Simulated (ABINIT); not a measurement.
The system is Mo.

```
Mo
1.0
    -1.58381    1.58381    1.58381
     1.58381   -1.58381    1.58381
     1.58381    1.58381   -1.58381
Mo
1
Direct
  0.00000 0.00000 0.00000
```

Base run:

* Program: ABINIT 10.8.3 (patched build)
* Functional: AM05
* Potentials or basis: JTH PAW PBE v2.0
* Cutoff: 408 eV
* k mesh: 12 × 12 × 12
* Occupations: fermi-dirac, width 0.05 eV
* Spin: spin-orbit coupling, no magnetisation

Its results: band gap on the k mesh none (metal or under the smearing width); pressure -10.3 GPa.

Question: The run is repeated on the same cell with these changes: functional from AM05 to SOGGA. What comes out?

Answer: Band gap on the k mesh none (metal or under the smearing width); pressure -11.0 GPa.

Caveats: the PAW data sets were made with another functional, which shifts forces and pressure a little.
